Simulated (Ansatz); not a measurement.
**Scandium, bcc under PBE: ground state and equation of state**

The plan for scandium in the bcc structure: relax it, solve it on a dense k-mesh, then scale the cell to 7 volumes from 88 to 112 % of the relaxed one and try a fit of the equation of state. The start is ferromagnetic. The k-meshes are 12×12×12 for the relaxation; 20×20×20 for the dense run; 20×20×20 for the volumes.

This is Sc in the bcc structure; at room conditions it is hcp.

Program: Ansatz 0.2.0. Level of theory: DFT PBE, plane waves (420 eV) with PAW, scalar-relativistic. These are calculated values, not measurements.

## 1. The system as given

It takes space group Im-3m (No. 229, cubic). Conventional cell: a = 3.684 Å, b = 3.684 Å, c = 3.684 Å, α = 90.00°, β = 90.00°, γ = 90.00°. Around Sc (site symmetry m-3m) lie 8 Sc at 3.19 Å.

Coordinates:

```
CELL_PARAMETERS angstrom
-1.84207 1.84207 1.84207
1.84207 -1.84207 1.84207
1.84207 1.84207 -1.84207
ATOMIC_POSITIONS crystal
Sc 0.00000 0.00000 0.00000
```

The atoms start with moments of +1 μB.

## 2. Relaxing cell and atoms

Input file input.yaml:

```yaml
crystal:
  lattice:
    - [-1.8420678645, 1.8420678645, 1.8420678645]
    - [1.8420678645, -1.8420678645, 1.8420678645]
    - [1.8420678645, 1.8420678645, -1.8420678645]
  atoms:
    - { symbol: Sc, position: [0.0, 0.0, 0.0], spin: 1.0 }
hamiltonian:
  xc: pbe
  pseudopotentials:
    kind: paw
    azcp:
      Sc: "pseudopotentials/Sc.paw.azcp"
basis:
  ecutwfc: 420
  fft_grid_basis: typed
kpoints:
  mp_grid: { grid: [12, 12, 12], shift: [0, 0, 0] }
magnetization:
  spin_polarized: true
scf:
  occupations: { method: fermi_dirac, width: 0.05 }
relax:
  max_steps: 60
  f_tol: 0.01
  cell: {}
```

The runs that follow: The energy on a finer k-mesh; Equation of state: 88 %; Equation of state: 92 %; Equation of state: 96 %; Equation of state: 100 %; Equation of state: 104 %; Equation of state: 108 %; Equation of state: 112 %.

What does the calculation give? Wanted: space group; conventional cell; volume; shortest distance; gap on the mesh; magnetic state; relative to hcp; V₀, B₀, B₀′.

As calculated:

```
                      quantity                         value
space group (spins left aside)               Im-3m (No. 229)
             conventional cell                   a = 3.677 Å
                        volume                24.851 Å³/atom
             shortest distance                       3.184 Å
               gap on the mesh  none (levels filled in part)
                magnetic state                  non-magnetic
               relative to hcp                 +106 meV/atom
                   V₀, B₀, B₀′   24.840 Å³/atom, 53 GPa, 3.3
```

What this shows: The relaxation shrank the cell by 0.6 % in volume. Against the reference form of scandium (hcp, computed apart with the same settings) it stands 106 meV/atom higher. The moments die out: the run ends non-magnetic. Levels at the Fermi energy are filled in part, as in a metal. B₀ comes out at 53 GPa. Relaxation kept the symmetry; phonons were not checked.
